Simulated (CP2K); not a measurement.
The system is Zn.

```
Zn
1.0
     2.77861    0.00000    0.00000
     1.38931    2.40635    0.00000
     1.38931    0.80212    2.26873
Zn
1
Direct
  0.00000 0.00000 0.00000
```

This isn't the form of Zn at room conditions, which is hcp.

Program: CP2K 2026.2. Alike in all runs: task band structure; no spin polarisation; cell as given; k mesh 12 × 12 × 12.

Order these runs on this cell by their pressure, lowest first.
A. level PBE; potentials or basis POTENTIAL_UZH Zn GTH-PBE-q12; TZVP-MOLOPT-PBE-GTH basis; smearing fermi-dirac 0.05 eV; NGRIDS 5; potentials Zn GTH-PBE-q12 of POTENTIAL_UZH; points a segment of the path (NPOINTS) 6; bands added on the path 4
B. level LDA; potentials or basis GTH_POTENTIALS Zn GTH-PADE-q12; TZVP-MOLOPT-PBE-GTH basis; smearing fermi-dirac 0.05 eV; NGRIDS 4; potentials Zn GTH-PADE-q12 of GTH_POTENTIALS; points a segment of the path (NPOINTS) 6; bands added on the path 2
C. level PBEsol; potentials or basis POTENTIAL_UZH Zn GTH-PBE-q12; TZVP-MOLOPT-PBE-GTH basis; smearing fermi-dirac 0.0259 eV; NGRIDS 5; potentials Zn GTH-PBE-q12 of POTENTIAL_UZH; points a segment of the path (NPOINTS) 8; bands added on the path 4

B (-8.1 GPa), C (-5.0 GPa), A (0.3 GPa).

Caveats: the basis of atomic orbitals isn't converged, which shifts pressures, moduli and gaps; the potentials were made for another functional, which shifts forces and pressure (some runs).
